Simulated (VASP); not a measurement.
Here is the system:

```
CELL_PARAMETERS angstrom
      4.40843     0.00000     0.00000
      0.00000     4.40843     0.00000
      0.00000     0.00000     4.40843
ATOMIC_POSITIONS crystal
  Cs 0.00000 0.00000 0.00000
  I  0.50000 0.50000 0.50000
```

All values below come from LDA (Ceperley-Alder, Perdew-Zunger), VASP's LDA PAW potentials (set 64) (plane waves; VASP 6.6.1). Settings: 400 eV cut-off, 6×6×6 Γ-centred mesh, Gaussian smearing of 0.010 eV, potentials Cs_sv I.

Question: Give the electronic dielectric tensor ε∞ (DFPT, local fields included).

Answer: 
```
3.71  0.00  0.00
0.00  3.71  0.00
0.00  0.00  3.71
```

Question: Give the Born effective charges.

Answer: 
```tsv
atom	Z*xx	Z*yy	Z*zz	mean
Cs1	1.32	1.32	1.32	1.32
I2	-1.32	-1.32	-1.32	-1.32
```

The compound is CsI in the CsCl type structure. It was relaxed first, which changed the volume by -10 %.
